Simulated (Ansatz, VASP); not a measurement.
# One calculation of Ga, two programs

```
Ga
1.0
     2.71648    0.00000    0.00000
     0.00000    2.71648    0.00000
     0.00000    0.00000    2.71648
Ga
1
Direct
  0.00000 0.00000 0.00000
```

Alike in both runs: functional PBE; k mesh 20 × 20 × 20; occupations gaussian, width 0.1 eV; no spin polarisation.

Ansatz relaxed the structure, and its values are those at the end. VASP's run is a single point on that final structure, the one shown.

|  | VASP | Ansatz |
| --- | --- | --- |
| version | VASP 6.6.1 | Ansatz 0.2.0 |
| potentials or method | VASP PAW PBE potentials, release 64 (Ga_d) | scalar-relativistic, plane waves, PAW |
| plane-wave cutoff (eV) | 520 | 420 |
| valence electrons in the cell | 13 | 13 |

```csv
,VASP,Ansatz,Ansatz less VASP
gap on the k mesh at the Fermi level (eV),none,none,-
pressure (GPa),0.1,0.0,-0.12
```

A gap of «none» marks a metal or a gap that the smearing closes.
